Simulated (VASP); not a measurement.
Mg:

```
Mg
1.0
    -1.83599    1.83599    1.67940
     1.83599   -1.83599    1.67940
     1.83599    1.83599   -1.67940
Mg
1
Direct
  0.00000 0.00000 0.00000
```

This isn't the form of Mg at room conditions, which is hcp.

| Quantity | Value |
| --- | --- |
| Program | VASP 6.6.1 |
| Task | relaxation of cell and atoms |
| Functional | PW91 |
| Potentials or basis | VASP PAW PBE potentials, release 64 (Mg) |
| Cutoff | 600 eV |
| k mesh | 11 × 11 × 11 |
| Occupations | fermi-dirac, width 0.05 eV |
| Spin | no spin polarisation |

At the start: pressure 0.4 GPa; volume 22.64 Å³/atom.

**Question.** Where does the relaxation end?

**Answer.** Over 12 steps the energy falls by 3.0 meV/atom and the volume is 22.73 Å³/atom (+0.4 %); space group Im-3m (No. 229, to 0.05 Å).

The path:
| step | energy change (eV) | largest force (eV/Å) | pressure (GPa) | volume (Å³) |
| --- | --- | --- | --- | --- |
| 1 | 0.0000 | 0.0000 | 0.42 | 22.64 |
| 2 | -0.0004 | 0.0000 | 0.10 | 22.84 |
| 3 | -0.0004 | 0.0000 | -0.06 | 22.94 |
| 4 | -0.0004 | 0.0000 | -0.04 | 22.93 |
| 5 | -0.0005 | 0.0000 | -0.05 | 22.93 |
| 6 | -0.0007 | 0.0000 | -0.08 | 22.92 |
| 7 | -0.0013 | 0.0000 | -0.12 | 22.91 |
| 8 | -0.0022 | 0.0000 | -0.15 | 22.87 |
| 9 | -0.0029 | 0.0000 | -0.06 | 22.77 |
| 10 | -0.0030 | 0.0000 | -0.11 | 22.80 |
| 11 | -0.0021 | 0.0000 | 0.70 | 22.31 |
| 12 | -0.0030 | 0.0000 | 0.00 | 22.73 |

Final structure:
```cif
data_structure
_symmetry_space_group_name_H-M 'P 1'
_symmetry_Int_Tables_number 1
_cell_length_a 3.0908
_cell_length_b 3.0908
_cell_length_c 3.0908
_cell_angle_alpha 109.449
_cell_angle_beta 109.449
_cell_angle_gamma 109.515
_cell_volume 22.73
loop_
_atom_site_label
_atom_site_type_symbol
_atom_site_fract_x
_atom_site_fract_y
_atom_site_fract_z
_atom_site_occupancy
Mg1 Mg 0.00000 0.00000 0.00000 1
```

Caveat: the PAW data sets were made with another functional, which shifts forces and pressure a little.
